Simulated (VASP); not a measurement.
# A VASP 6.6.1 single-point calculation on LiCl

INCAR

```
NSW = 0
IBRION = -1
LCHARG = .FALSE.
PREC = High
EDIFF = 1E-7
ISIF = 2
ISMEAR = 0
LREAL = .FALSE.
LMAXMIX = 6
NBANDS = 12
METAGGA = R2SCAN
LWAVE = .FALSE.
ENCUT = 450
NELM = 120
ALGO = Normal
LASPH = .TRUE.
SIGMA = 0.01
```

KPOINTS

```
KPOINTS created by Atomic Simulation Environment
0
Gamma
8 8 8
0 0 0
```

POSCAR

```
Li Cl
 1.0000000000000000
     0.0000000000000000    2.6048452877999999    2.6048452877999999
     2.6048452877999999    0.0000000000000000    2.6048452877999999
     2.6048452877999999    2.6048452877999999    0.0000000000000000
 Li  Cl
   1   1
Cartesian
  0.0000000000000000  0.0000000000000000  0.0000000000000000
  2.6048452877999999  2.6048452877999999  2.6048452877999999
```

The recommended PBE PAW datasets give the neutral cell 10 valence electrons.

Command

```
mpirun -np 1 vasp_std
```

OSZICAR

```
N       E                     dE             d eps       ncg     rms          rms(c)
DAV:   1     0.330893358274E+02    0.33089E+02   -0.39139E+03   696   0.713E+02
DAV:   2    -0.121220858320E+02   -0.45211E+02   -0.43388E+02   916   0.141E+02
DAV:   3    -0.145131810639E+02   -0.23911E+01   -0.23845E+01   896   0.339E+01
DAV:   4    -0.145643521984E+02   -0.51171E-01   -0.51158E-01   944   0.488E+00
DAV:   5    -0.145650300216E+02   -0.67782E-03   -0.67782E-03   952   0.522E-01    0.250E+00
DAV:   6    -0.125739403881E+02    0.19911E+01   -0.43683E-01   864   0.471E+00    0.234E+00
DAV:   7    -0.125783872911E+02   -0.44469E-02   -0.15269E-01   788   0.217E+00    0.826E-01
DAV:   8    -0.125781885397E+02    0.19875E-03   -0.33482E-02   844   0.924E-01    0.646E-01
DAV:   9    -0.125763349798E+02    0.18536E-02   -0.73405E-03   716   0.607E-01    0.739E-02
DAV:  10    -0.125763454440E+02   -0.10464E-04   -0.33746E-04   888   0.145E-01    0.269E-02
DAV:  11    -0.125763949635E+02   -0.49520E-04   -0.83291E-05   888   0.541E-02    0.157E-02
DAV:  12    -0.125764902213E+02   -0.95258E-04   -0.11605E-05   892   0.332E-02    0.185E-02
DAV:  13    -0.125764532420E+02    0.36979E-04   -0.14238E-06   924   0.115E-02    0.270E-03
DAV:  14    -0.125764679428E+02   -0.14701E-04   -0.43598E-07   880   0.696E-03    0.366E-04
DAV:  15    -0.125764683324E+02   -0.38967E-06   -0.12834E-08   712   0.673E-04    0.343E-04
DAV:  16    -0.125764712023E+02   -0.28699E-05   -0.12427E-08   704   0.105E-03    0.147E-04
DAV:  17    -0.125764706022E+02    0.60011E-06   -0.86858E-10   448   0.325E-04    0.393E-05
DAV:  18    -0.125764707386E+02   -0.13639E-06   -0.59886E-11   436   0.794E-05    0.124E-05
DAV:  19    -0.125764707182E+02    0.20310E-07   -0.10791E-11   444   0.275E-05
   1 F= -.12576471E+02 E0= -.12576471E+02  d E =-.193469E-59
```

From OUTCAR

```
k-points           NKPTS =     29   k-points in BZ     NKDIM =     29   number of bands    NBANDS=     12

   NELECT =      10.0000    total number of electrons

   dimension x,y,z NGX =    28 NGY =   28 NGZ =   28
   dimension x,y,z NGXF=    40 NGYF=   40 NGZF=   40

  energy-cutoff  :      450.00
  volume of cell :       35.35
      direct lattice vectors                 reciprocal lattice vectors
     0.000000000  2.604845288  2.604845288    -0.191949980  0.191949980  0.191949980
     2.604845288  0.000000000  2.604845288     0.191949980 -0.191949980  0.191949980
     2.604845288  2.604845288  0.000000000     0.191949980  0.191949980 -0.191949980

 k-points in reciprocal lattice and weights: KPOINTS created by Atomic Simulation Env
   0.00000000  0.00000000  0.00000000       0.002
   0.12500000  0.00000000  0.00000000       0.016
   0.25000000  0.00000000  0.00000000       0.016
   0.37500000  0.00000000  0.00000000       0.016
   0.50000000  0.00000000  0.00000000       0.008
   0.12500000  0.12500000  0.00000000       0.012
   0.25000000  0.12500000  0.00000000       0.047
   0.37500000  0.12500000  0.00000000       0.047
   ...

 E-fermi :  -0.0332

 k-point     1 :       0.0000    0.0000    0.0000
  band No.  band energies     occupation
      1     -45.0645      2.00000
      2     -13.9701      2.00000
      3      -0.1460      2.00000
      4      -0.1460      2.00000
      5      -0.1460      2.00000
      6       6.9079      0.00000
      7      12.4723      0.00000
      8      12.4723      0.00000
      9      12.4723      0.00000
     10      15.1083      0.00000
     11      15.1083      0.00000
     12      15.4298      0.00000

 k-point     2 :       0.1250    0.0000    0.0000
  band No.  band energies     occupation
      1     -45.0642      2.00000
      2     -13.9002      2.00000
      3      -0.6315      2.00000
      4      -0.1863      2.00000
      5      -0.1863      2.00000
      6       7.3450      0.00000
      7      11.7138      0.00000
      8      12.4219      0.00000
      9      12.4223      0.00000
     10      13.7156      0.00000
     11      13.7160      0.00000
     12      15.8555      0.00000

 k-point     3 :       0.2500    0.0000    0.0000
  band No.  band energies     occupation
      1     -45.0635      2.00000
      2     -13.7231      2.00000
      3      -1.6233      2.00000
      4      -0.2788      2.00000
      5      -0.2787      2.00000
      6       7.7786      0.00000
      7      11.3334      0.00000
      8      11.3342      0.00000
      9      11.5354      0.00000
     10      14.5077      0.00000
     11      14.5077      0.00000
     12      16.3996      0.00000

 k-point     4 :       0.3750    0.0000    0.0000
  band No.  band energies     occupation
      1     -45.0627      2.00000
      2     -13.5324      2.00000
      3      -2.4704      2.00000
      4      -0.3651      2.00000
      5      -0.3651      2.00000
      6       7.5162      0.00000
      7      10.4514      0.00000
      8      10.4523      0.00000
      9      12.7580      0.00000
     10      16.2750      0.00000
     11      16.2750      0.00000
     12      17.0551      0.00000

 ...

  Total       -0.5558719     -0.5558719     -0.5558719     -0.0000000     -0.0000000      0.0000000
  in kB      -25.1947177    -25.1947177    -25.1947177     -0.0000000     -0.0000000      0.0000000
  external PRESSURE =     -25.1947177 kB  Pullay stress =       0.0000000 kB

 POSITION                                       TOTAL-FORCE (eV/Angst)
 -----------------------------------------------------------------------------------
      0.00000      0.00000      0.00000         0.000000      0.000000      0.000000
      2.60485      2.60485      2.60485        -0.000000     -0.000000     -0.000000
 -----------------------------------------------------------------------------------
    total drift:                                0.000000      0.000000      0.000000

  FREE ENERGIE OF THE ION-ELECTRON SYSTEM (eV)
  ---------------------------------------------------
  free  energy   TOTEN  =       -12.5764707182 eV

  energy  without entropy=      -12.5764707182  energy(sigma->0) =      -12.57647072
```

It converged. Results: gap between bands v and c on the k mesh 7.05 eV; least direct gap on the k mesh 7.05 eV; pressure -2.5 GPa. Band v is the last that the valence electrons fill when counted band by band, and c is the next.

For comparison, a separate r²SCAN run of the intended cell, on usual settings and not on those above, gives a gap of 7.02 eV on its mesh and a pressure of -2.3 GPa.

The run above took about 51 s on one core of a shared host (Intel Xeon Platinum 8488C) and held 0.13 GiB at most.
